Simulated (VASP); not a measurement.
# P (Imma) in VASP: a series of runs

The runs below take P through electron localisation function, atomic charges, single point, with PBE+TS, revPBE+D4, HSE06+D3.

Everything below comes from runs of VASP 6.6.1. Logs are shortened: lines on timing, memory, paths and dates and some standing lists are left out, and cuts for length are marked.

## 1. The crystal as given

It takes space group Imma (No. 74, orthorhombic). Conventional cell: a = 3.383 Å, b = 5.030 Å, c = 3.718 Å, α = 90.00°, β = 90.00°, γ = 90.00°. Around P (site symmetry mm2) lie 4 P at 2.24 to 2.55 Å.

This isn't the form of P at room conditions, which is orthorhombic.

## 2. Electron localisation function, PBE+TS

INCAR

```
SYSTEM = P
  ALGO = Normal
  EDIFF = 1E-7
  ENCUT = 600
  GGA = PE
  ISIF = 2
  ISMEAR = -1
  IVDW = 2
  LASPH = .TRUE.
  LCHARG = .TRUE.
  LELF = .TRUE.
  LREAL = .FALSE.
  LWAVE = .FALSE.
  NELM = 60
  PREC = Accurate
  SIGMA = 0.05
```

KPOINTS

```
k-points
0
G
  11 11 11
  0 0 0
```

POSCAR

```
P
1.0
   -1.6915100431      2.5151650373      1.8589441358
    1.6915100431     -2.5151650373      1.8589441358
    1.6915100431      2.5151650373     -1.8589441358
P
2
Cartesian
    1.6915100431      1.2575825186      1.6607468210
    0.0000000000      1.2575825186      0.1981973148
```

Potentials or basis: VASP PAW PBE potentials, release 64 (P_GW).

Command:

```bash
> cat potpaw_PBE.64/P_GW/POTCAR > POTCAR
> mpirun -np 1 vasp_std > vasp.out
```

OUTCAR:

```text
SYSTEM = P
   EDIFF = 1E-7
   ENCUT = 600
   GGA = PE
   ISIF = 2
   ISMEAR = -1
   IVDW = 2
   LASPH = .TRUE.
   LREAL = .FALSE.
   NELM = 60
   PREC = Accurate
  IVDW =   2

 ion  position               nearest neighbor table
   1  0.697  0.947  0.750-   2 2.24   2 2.24
   2  0.303  0.053  0.250-   1 2.24   1 2.24

  LATTYP: Found a body centered orthorhombic cell.
 ALAT       =     3.3830200862
 B/A-ratio  =     1.0989849829
 C/A-ratio  =     1.4869347348

  Lattice vectors:

 A1 = (   1.6915100431,  -2.5151650373,  -1.8589441358)
 A2 = (  -1.6915100431,  -2.5151650373,   1.8589441358)
 A3 = (  -1.6915100431,   2.5151650373,  -1.8589441358)

Analysis of symmetry for initial positions (statically):
=====================================================================
 Subroutine PRICEL returns:
 Original cell was already a primitive cell.

 Routine SETGRP: Setting up the symmetry group for a
 body centered orthorhombic supercell.

 Subroutine GETGRP returns: Found  8 space group operations
 (whereof  4 operations were pure point group operations)
 out of a pool of  8 trial point group operations.

The static configuration has the point symmetry C_2h.
 The point group associated with its full space group is D_2h.

Analysis of symmetry for dynamics (positions and initial velocities):
=====================================================================
 Subroutine PRICEL returns:
 Original cell was already a primitive cell.

 Routine SETGRP: Setting up the symmetry group for a
 body centered orthorhombic supercell.

 Subroutine GETGRP returns: Found  8 space group operations
 (whereof  4 operations were pure point group operations)
 out of a pool of  8 trial point group operations.

The dynamic configuration has the point symmetry C_2h.
 The point group associated with its full space group is D_2h.

 Subroutine INISYM returns: Found  8 space group operations
 (whereof  4 operations are pure point group operations),
 and found     1 'primitive' translations

----------------------------------------------------------------------------------------

                                     Primitive cell

  volume of cell :      31.6350

  direct lattice vectors                    reciprocal lattice vectors
    -1.691510043  2.515165037  1.858944136     0.000000000  0.198794112  0.268969890
     1.691510043 -2.515165037  1.858944136     0.295593870  0.000000000  0.268969890
     1.691510043  2.515165037 -1.858944136     0.295593870  0.198794112  0.000000000

  length of vectors
     3.555690466  3.555690466  3.555690466     0.334460612  0.399650520  0.356223013

  position of ions in fractional coordinates (direct lattice)
     0.696690890  0.946690890  0.750000000
     0.303309110  0.053309110  0.250000000

[... 92 lines left out ...]
   EFERMI_NEDOS =   21; number of points for ismear=-14 and -15
   IALGO  =     38    algorithm
   IMIX   =      4    mixing-type and parameters
     AMIX     =   0.40;   BMIX     =  1.00
     AMIX_MAG =   1.60;   BMIX_MAG =  1.00
  volume/ion in A,a.u.               =      15.82       106.74
  Fermi-wavevector in a.u.,A,eV,Ry     =   1.115199  2.107421 16.921141  1.243669
  Thomas-Fermi vector in A             =   2.251801
   LORBIT       =      0    0 simple, 1 ext, 2 COOP (PROOUT), +10 PAW based schemes
   GGA     = PE    functional components
   LHFCALC =     F    Hartree Fock is set to
   AEXX    =    0.0000 exact exchange contribution
   IVDW    =     2    specifies the selected vdW correction
   LEPSILON=     F    determine dielectric tensor
   LRPA    =     F    only Hartree local field effects (RPA)
 non-spin polarized calculation
  energy-cutoff  :      600.00
  volume of cell :       31.63
 maximum number of plane-waves:      1074
   NGX = 15   NGY = 15   NGZ = 15

 number of electron      10.0000000 magnetization

 number of electron       9.9999999 magnetization

 Free energy of the ion-electron system (eV)
  ---------------------------------------------------
  ext. energy  EPLUGINS =         0.00000000
  ---------------------------------------------------
  free energy    TOTEN  =       -10.59942550 eV

  energy without entropy =      -10.59830079  energy(sigma->0) =      -10.59886314

 E-fermi :   8.5612     XC(G=0): -10.9127

 val. band max:        8.5327851870   @ k =  -0.4545   0.4545   0.0000
 cond. band min:       8.6197173506   @ k =   0.4545   0.2727   0.0909
 fundamental gap:      0.0869321635
 Fermi energy:         8.5611954592

 k-point     1 :       0.0000    0.0000    0.0000
  band No.  band energies     occupation
      1      -7.9394      2.00000
      2       5.3670      2.00000
      3       5.4223      2.00000
      4       5.6164      2.00000
      5       6.2914      2.00000
      6       9.9298      0.00000
      7      10.8444      0.00000
      8      12.6416      0.00000
      9      13.6129      0.00000
[... 265 lines left out ...]
 k-point    24 :      -0.4545    0.1818   -0.0000
  band No.  band energies     occupation
      1      -5.9497      2.00000
      2      -0.7797      2.00000
      3       2.7043      2.00000
      4       5.9292      2.00000
      5       7.2588      2.00000
      6       9.1457      0.00002
      7      10.5257      0.00000
      8      12.7879      0.00000
      9      14.6702      0.00000

 [... further k-points ...]

------------------------ aborting loop because EDIFF is reached ----------------------------------------

  Hirshfeld charges:
            ion         q(e)
   ------------------------------
      1     P       -0.00000000
      2     P        0.00000000

  Tkatchenko/Scheffler method for vdW energy calculation

  Number of pair interactions contributing to vdW energy:   49630

  Edisp (eV):   -0.44138

  FORCE on cell =-STRESS in cart. coord.  units (eV):
  Direction    XX          YY          ZZ          XY          YZ          ZX
  --------------------------------------------------------------------------------------
  -------------------------------------------------------------------------------------
  Total       0.34044     0.00995     0.28040     0.00000     0.00000     0.00000
  in kB      17.24183     0.50367    14.20095     0.00000     0.00000     0.00000
  external pressure =       10.65 kB  Pullay stress =        0.00 kB

 VOLUME and BASIS-vectors are now :
 -----------------------------------------------------------------------------
  energy-cutoff  :      600.00
  volume of cell :       31.63
      direct lattice vectors                 reciprocal lattice vectors
    -1.691510043  2.515165037  1.858944136     0.000000000  0.198794112  0.268969890
     1.691510043 -2.515165037  1.858944136     0.295593870  0.000000000  0.268969890
     1.691510043  2.515165037 -1.858944136     0.295593870  0.198794112  0.000000000

 POSITION                                       TOTAL-FORCE (eV/Angst)
 -----------------------------------------------------------------------------------
      1.69151      1.25758      1.66075        -0.000000     -0.000000      0.386694
      0.00000      1.25758      0.19820         0.000000      0.000000     -0.386694
 -----------------------------------------------------------------------------------
    total drift:                                0.000000      0.000000      0.000000

  FREE ENERGIE OF THE ION-ELECTRON SYSTEM (eV)
  ---------------------------------------------------
  free  energy   TOTEN  =       -11.0408078231 eV

  energy  without entropy=      -11.0396831159  energy(sigma->0) =      -11.04024547
```

Run time: 58 s. Hardware: 1 thread of Intel Xeon Platinum 8375C at 2.90GHz (Ice Lake), shared host; peak memory 0.22 GiB.

What came out:

```yaml
Free_energy: -11.0408 eV
Pressure: 1.1 GPa
Largest_force: 0.387 eV/Å
Band_gap_on_the_k_mesh: none (metal or under the smearing width)
Dispersion_energy_per_atom: -0.221 eV
```

Forces on the atoms (eV/Å):
```
P    0.000  0.000  0.387
P    0.000  0.000 -0.387
```

Levels at points of the mesh, in eV from the Fermi level:
```
           k point  band 3  band 4  band 5  band 6  band 7  band 8
(0.00, 0.00, 0.00)   -3.14   -2.94   -2.27    1.37    2.28    4.08
```

Caveat: atom-pairwise D2, TS and ULG terms overbind metals; pairwise dispersion overbinds metals, which lowers pressure and volume.

## 3. Atomic charges, revPBE+D4

INCAR

```
PREC = Accurate ; ENCUT = 520
EDIFF = 1E-6 ; ISMEAR = 0
SIGMA = 0.01 ; LREAL = False
LASPH = True ; NELM = 100
ALGO = Normal ; ISIF = 2
LWAVE = False ; LCHARG = True
GGA = RE ; IVDW = 13
LORBIT = 11 ; LELF = True
LVHAR = True
```

KPOINTS

```
Automatic mesh
0
Gamma
  11 11 11
```

POSCAR

```
P
1.0
   -1.6915100431      2.5151650373      1.8589441358
    1.6915100431     -2.5151650373      1.8589441358
    1.6915100431      2.5151650373     -1.8589441358
P
2
Direct
    0.6966908900      0.9466908900      0.7500000000
    0.3033091100      0.0533091100      0.2500000000
```

Potentials or basis: VASP PAW PBE potentials, release 64 (P).

Command:

```bash
> cat potpaw_PBE.64/P/POTCAR > POTCAR
> mpirun -np 1 vasp_std > vasp.out
```

It took 44 s on 1 thread of Intel Xeon Platinum 8375C at 2.90GHz (Ice Lake), shared host; peak memory 0.18 GiB.

The run converged. Its results:

| Quantity | Value |
| --- | --- |
| Free energy | -11.8050 eV |
| Pressure | -5.7 GPa |
| Largest force | 0.332 eV/Å |
| Band gap on the k mesh | none (metal or under the smearing width) |
| Valence electrons inside the program's atomic spheres | P 2.43 |
| Dispersion energy per atom | -0.911 eV |

Forces in eV/Å, atoms in the order of the input:
```
P    0.000  0.000  0.332
P    0.000  0.000 -0.332
```

Stress tensor (GPa, compression positive):
```
-4.75  0.00  0.00
 0.00 -6.64  0.00
 0.00  0.00 -5.75
```

Levels at points of the mesh, in eV from the Fermi level:
| k point | band 1 | band 2 | band 3 | band 4 | band 5 | band 6 | band 7 | band 8 | band 9 |
| --- | --- | --- | --- | --- | --- | --- | --- | --- | --- |
| (0.00, 0.00, 0.00) | -16.55 | -3.25 | -3.17 | -3.00 | -2.34 | 1.31 | 2.25 | 4.04 | 5.01 |

Caveat: the PAW data sets were made with another functional, which shifts forces and pressure a little; pairwise dispersion overbinds metals, which lowers pressure and volume.

## 4. Single point, HSE06+D3

POSCAR is that of step 3.

INCAR.step1

```
  PREC = Accurate
  ENCUT = 550
  EDIFF = 1E-5
  ISMEAR = -1
  SIGMA = 0.1
  LREAL = False
  LASPH = True
  NELM = 100
  ALGO = Normal
  ISIF = 2
  LWAVE = True
  LCHARG = False
  NBANDS = 12
  GGA = PE
```

INCAR.step2

```
  PREC = Accurate
  ENCUT = 550
  EDIFF = 1E-6
  ISMEAR = -1
  SIGMA = 0.1
  LREAL = False
  LASPH = True
  NELM = 100
  ALGO = Normal
  ISIF = 2
  LWAVE = False
  LCHARG = False
  GGA = PE
  LHFCALC = True
  HFSCREEN = 0.2
  PRECFOCK = Fast
  IVDW = 11
  VDW_S6 = 1.0
  VDW_S8 = 0.109
  VDW_SR = 1.129
  VDW_SR8 = 1.0
  NBANDS = 12
  ISTART = 1
```

KPOINTS

```
Automatic mesh
0
Gamma
  6 6 6
```

Potentials or basis: VASP PAW PBE potentials, release 64 (P_GW).

Command:

```bash
> cat potpaw_PBE.64/P_GW/POTCAR > POTCAR
> cp INCAR.step1 INCAR
> mpirun -np 1 vasp_std > vasp.out
> cp INCAR.step2 INCAR
> mpirun -np 1 vasp_std > vasp.out
```

Wall time 32 min (1 thread of Intel Xeon Platinum 8375C at 2.90GHz (Ice Lake), shared host); peak memory 0.28 GiB.

The run converged. Its results:

```
Free energy                : -12.9483 eV
Pressure                   : -1.8 GPa
Largest force              : 0.028 eV/Å
Band gap on the k mesh     : none (metal or under the smearing width)
Dispersion energy per atom : -0.151 eV
```

Forces in eV/Å, atoms in the order of the input:
```
P    0.000  0.000 -0.028
P    0.000  0.000  0.028
```

Stress tensor (GPa, compression positive):
```
-2.42  0.00  0.00
 0.00 -1.27  0.00
 0.00  0.00 -1.75
```

Levels at points of the mesh, in eV from the Fermi level:
| k point | band 2 | band 3 | band 4 | band 5 | band 6 | band 7 | band 8 | band 9 |
| --- | --- | --- | --- | --- | --- | --- | --- | --- |
| (0.00, 0.00, 0.00) | -3.65 | -3.42 | -3.37 | -2.58 | 1.83 | 2.95 | 4.92 | 5.78 |
| (0.50, 0.00, 0.00) | -12.58 | -3.80 | -2.03 | -1.86 | 0.79 | 1.16 | 2.15 | 9.90 |
| (0.00, 0.50, 0.00) | -11.45 | -7.35 | -6.24 | -5.90 | 0.67 | 7.84 | 8.11 | 9.66 |
| (0.50, 0.50, 0.00) | -13.88 | -3.95 | -3.95 | -0.03 | -0.03 | 0.56 | 0.56 | 11.29 |
| (0.50, 0.50, 0.50) | -9.59 | -8.94 | -6.05 | -5.84 | 0.46 | 7.59 | 9.49 | 9.90 |

Caveat: the k mesh is coarse (spacing up to 0.42 Å⁻¹), so the values aren't converged, least of all with exact exchange; the PAW data sets were made with another functional, which shifts forces and pressure a little; pairwise dispersion overbinds metals, which lowers pressure and volume.

## 5. The reference run

An earlier run on the cell as given: functional PBE; potentials or basis VASP PAW PBE potentials, release 64 (P); cutoff 520 eV; k mesh 11 × 11 × 11; occupations fermi-dirac, width 0.05 eV; no spin polarisation.

- Pressure: 2.4 GPa
- Largest force: 0.326 eV/Å
- Band gap on the k mesh: none (metal or under the smearing width)

## 6. Summary

```tsv
task	level	potentials or basis	k mesh	cutoff (eV)	smearing	grid for exact exchange (PRECFOCK)	screening parameter	mesh quality	gap on the mesh (eV)	pressure (GPa)	largest force (eV/Å)
electron localisation function	PBE+TS	VASP PAW PBE potentials, release 64 (P_GW)	11 × 11 × 11	600	fermi-dirac 0.05 eV	-	-	not flagged	none	1.1	0.39
atomic charges	revPBE+D4	VASP PAW PBE potentials, release 64 (P)	11 × 11 × 11	520	gaussian 0.01 eV	-	-	not flagged	none	-5.7	0.33
single point	HSE06+D3	VASP PAW PBE potentials, release 64 (P_GW)	6 × 6 × 6	550	fermi-dirac 0.1 eV	Fast	0.2 1/A	coarse	none	-1.8	0.03
single point	PBE	VASP PAW PBE potentials, release 64 (P)	11 × 11 × 11	520	fermi-dirac 0.05 eV	-	-	not flagged	none	2.4	0.33
```

Alike in all rows: no spin polarisation; cell as given.

Caveats: some runs use coarse meshes; pairwise dispersion overbinds metals, which lowers pressure and volume (some runs); the PAW data sets were made with another functional, which shifts forces and pressure a little (some runs); atom-pairwise D2, TS and ULG terms overbind metals (some runs).

Total energies depend on the potentials used, so only differences within one code and one set of settings carry meaning.
